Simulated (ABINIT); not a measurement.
# BeTe (F-43m): G0W0 with and without spin-orbit coupling, part 2 of 2

Is the spin-orbit change of the gap of BeTe (F-43m) the same in DFT and in GW?

ABINIT 10.8.3; PBE and many-body steps on it, plane waves. Known limits of the many-body steps: not at the basis limit; screening head approximate; no spin-orbit coupling in some runs; coarse k mesh.

So far. Step 4 (Scalar-relativistic): The gap on the mesh goes from 2.03 eV to 2.75 eV, a correction of +0.73 eV. Step 5 (Empty states on the mesh, 4×4×4 mesh, 224 bands): On this mesh the gap is 1.735 eV.

## (7) With spin-orbit coupling

This step: G0W0 on PBE with spin-orbit coupling, plane waves, norm-conserving pseudopotentials.

Input file run.abi:

```
acell 3*1.0 Angstrom
rprim 
  -0.000000000000 2.831458787600 2.831458787600
  2.831458787600 0.000000000000 2.831458787600
  2.831458787600 2.831458787600 0.000000000000
ntypat 2
znucl 4 52
natom 2
typat 1 2
xred 
  0.000000000000 0.000000000000 0.000000000000
  0.750000000000 0.750000000000 0.750000000000
pp_dirpath "pseudos"
pseudos "Be.upf, Te.upf"
ecut 49
nspinor 2
ngkpt 4 4 4
nshiftk 1
shiftk 0 0 0
kptopt 1
chksymbreak 0
istwfk *1
occopt 1
irdwfk 1
optdriver 4
nband 204
gwcalctyp 0
ecutsigx 49
symsigma 0
nkptgw 2
kptgw 
  0.0000000000 0.0000000000 0.0000000000
  0.5000000000 0.5000000000 0.0000000000
bdgw 
  25 34
  25 32
ecuteps 5.5
irdscr 1
ppmodel 1
indata_prefix "in"
outdata_prefix "out"
tmpdata_prefix "tmp"
```

Command:

```bash
$ OMP_NUM_THREADS=1 mpirun -n 8 abinit run.abi > log
```

Numbers of over 12 decimals in the logs are rounded to 6 here.

Log:

```text
.Version 10.8.3 of ABINIT. v10.8.2 released Aug 2026.

 Symmetries : space group F-4 3 m (#216); Bravais cF (face-center cubic)
[... echo of the input left out ...]
== DATASET  1 ==================================================================
-   mpi_nproc: 8, omp_nthreads: 1 (-1 if OMP is not activated)

--- !DatasetInfo
iteration_state: {dtset: 1, }
dimensions: {natom: 2, nkpt: 8, mband: 204, nsppol: 1, nspinor: 2, nspden: 1, mpw: 5044, }
cutoff_energies: {ecut:  49.0, pawecutdg:  -1.0, }
electrons: {nelect:   2.80000000E+01, charge:   0.00000000E+00, occopt:   1.00000000E+00, tsmear:   1.00000000E-02, }

 SIGMA: Calculation of the GW corrections

 Based on a program developped by R.W. Godby, V. Olevano, G. Onida, and L. Reining.
 Incorporated in ABINIT by V. Olevano, G.-M. Rignanese, and M. Torrent.
.Using double precision arithmetic ; gwpc =  8

[... cell and pseudopotentials left out ...]
--------------------------------------------------------------------------------

 ==== K-mesh for the wavefunctions ====
 Number of points in the irreducible wedge :     8
[... list of points left out ...]
 Together with 24 symmetry operations and time-reversal symmetry
 yields    64 points in the full Brillouin Zone.

 ==== Q-mesh for screening function ====
 Number of points in the irreducible wedge :     8
[... list of points left out ...]
 Together with 24 symmetry operations and time-reversal symmetry
 yields    64 points in the full Brillouin Zone.

 vcoul_init : cutoff-mode = AUXILIARY_FUNCTION
 q-points for optical limit:   1
     1)      0.000010    0.000020    0.000030
 setmesh: FFT mesh size selected  =    48x   48x   48
          total number of points  =       110592

 Number of electrons calculated from density =   28.0000; Expected =   28.0000
[...]
number of omega for Sigma on real axis              0
 max omega for Sigma on real axis  [eV]           0.00
 zcut for avoiding poles [eV]                     0.10

 EPSILON^-1 parameters (SCR file):
 dimension of the eps^-1 matrix on file            169
 dimension of the eps^-1 matrix used               169
 number of plane-waves for wavefunctions          5029
 number of bands                                   204
 number of q-points in IBZ                           8
 number of frequencies                               2
 number of real frequencies                          1
 number of imag frequencies                          1

 matrix elements of self-energy operator (all in [eV])

 Perturbative Calculation

--- !SelfEnergy_ee
iteration_state: {dtset: 1, }
kpoint     : [   0.000,    0.000,    0.000, ]
spin       : 1
KS_gap     :    3.319
QP_gap     :    4.306
Delta_QP_KS:    0.987
data: !SigmaeeData |
     Band     E0 <VxcDFT>   SigX SigC(E0)      Z dSigC/dE  Sig(E)    E-E0       E
       25   5.870 -13.257 -15.035   0.983   0.806  -0.240 -13.898  -0.641   5.229
       26   5.870 -13.257 -15.036   0.985   0.806  -0.240 -13.897  -0.640   5.230
       27   5.870 -13.257 -15.024   0.981   0.806  -0.240 -13.891  -0.634   5.236
[...]
--- !SelfEnergy_ee
iteration_state: {dtset: 1, }
kpoint     : [   0.500,    0.500,    0.000, ]
spin       : 1
KS_gap     :    4.409
QP_gap     :    5.344
Delta_QP_KS:    0.935
data: !SigmaeeData |
     Band     E0 <VxcDFT>   SigX SigC(E0)      Z dSigC/dE  Sig(E)    E-E0       E
[...]
31   8.286  -9.804  -5.777  -3.818   0.811  -0.232  -9.635   0.169   8.455
       32   8.286  -9.804  -5.778  -3.817   0.811  -0.232  -9.635   0.169   8.455

== END DATASET(S) ==============================================================
================================================================================

 -outvars: echo values of variables after computation  --------
           etotal      0.0000000000E+00
            nband         204
             nkpt           8
          spgroup         216
 [... the other variables as echoed above ...]

 Calculation completed.
```

Run time: 4.8 min. Hardware: 8 MPI ranks of Arm Neoverse N1, shared host; peak memory 2.9 GiB; 37 min of CPU time.

This step gave:

- G0W0 gap on the points computed: 2.458 eV
- starting gap on the mesh: 1.735 eV
- k of the valence top: 0, 0, 0
- k of the conduction bottom: 0.5, 0.5, 0
- Z at the valence top: 0.806
- Z at the conduction bottom: 0.817
- least direct G0W0 gap on the computed points: 4.306 eV

Against G0W0 in ABINIT (4×4×4 mesh, 102 bands, screening to 149.7 eV, Godby-Needs plasmon pole), the gap moves by −0.297 eV.

## (8) The runs together

Times are wall times on 8 MPI ranks of Arm Neoverse N1, shared host, good to a factor of about two. A run's time includes the screening step that it read.

```csv
run,mesh,bands,screening cutoff (eV),DFT gap (eV),gap on the mesh (eV),direct (eV),ε∞ used,time
scalar-relativistic,4×4×4,102,149.7,2.027,2.755,4.640,9.37,56 s
with spin-orbit coupling,4×4×4,204,149.7,1.735,2.458,4.306,9.45,13 min
```

## (9) Summary of results

```
scalar-relativistic      : 2.755 eV
with spin-orbit coupling : 2.458 eV
known limits             : not at the basis limit; screening head approximate; no spin-orbit coupling in some runs; coarse k mesh
```

With spin-orbit coupling: −0.297 eV against scalar-relativistic, −0.293 eV of it in the start. Against experiment, by with spin-orbit coupling: the gap of 2.46 eV lies −0.24 eV from the measured 2.7 eV (indirect, quoted 1997); the gap of 2.46 eV lies −0.34 eV from the measured 2.8 eV (indirect, quoted 1997). These are gaps on the mesh, at modest bands and cutoff. The calculation has static nuclei and no excitons; a measured gap holds zero-point and thermal motion, which mostly lowers it. Bands and cutoff are finite, so the gap is not at the basis limit. The miss can reach some tenths of an eV and take either sign; the mesh is an error of its own. In the G0W0 runs levels were corrected at 2 k points alone, so a gap called «on the mesh» is the least over those, and an edge elsewhere would be missed. The 4×4×4 mesh is coarse for this cell, which bears on the long-range parts of exchange and screening. The long-wavelength limit of the screening leaves out the non-local commutator, which shifts ε∞.

[Paths, hosts, dates, memory and timing lines, banners, echoed tables and standing remarks are left out of the program output.]

[Logs are printed without paths, hosts, clocks, repeated set-up lines and the standing remarks that a program may print on its own settings, such as how far it seeks lower states.]

[Runs of the session that timed out or met a known fault of the program may be left out.]

[Hosts, paths, dates, database ids (printed as entryN), source tags and the programs' standing remarks are cut or masked in the printed files.]

[G0W0 gaps are taken among the corrected bands and points alone; a level outside them can change the order at an edge.]

[Where Ansatz stands beside ABINIT at settings called matched, ABINIT's density can come from a denser mesh and the files from another edition; pairs whose starting gaps differed by over 0.03 eV were left out, so agreement reads better than it is.]
